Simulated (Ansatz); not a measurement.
Crystal: Re, simple cubic type, 1 atom in the cell.

Method: PBE, plane waves, PAW datasets (generated soft set 1) (Ansatz 0.2.0 development build).

Cutoff 420 eV; k-mesh 42×42×42 Γ-centred; Fermi–Dirac smearing of 0.0612 eV; no spin polarisation; no spin–orbit coupling.

Q: What equilibrium volume, lattice constant and bulk modulus does this give?

A: V₀ = 17.152 Å³/atom (a₀ = 2.579 Å), B₀ = 259 GPa, B₀′ = 4.35. The points behind the fit:

```csv
V (Å³/atom),a (Å),E − E(min) (meV/atom),P (GPa)
16.115,2.5259,56.63,18.50
16.458,2.5437,24.44,11.71
16.801,2.5612,6.03,5.61
17.144,2.5785,0.00,0.12
17.487,2.5956,5.10,-4.80
17.830,2.6125,20.20,-9.23
18.173,2.6291,44.28,-13.20
```

The published all-electron PBE values for this crystal (mean of FLEUR and WIEN2k, k-spacing 0.06 Å⁻¹; Bosoni et al., Nat. Rev. Phys. 6, 45 (2024)) are V₀ = 17.161 Å³/atom, B₀ = 258.6 GPa, B₀′ = 4.35.

The stress includes the program's correction for the finite plane-wave basis.

This cubic structure is a model: it isn't the usual form of the substance at ambient conditions, and such phases are metastable or hypothetical.
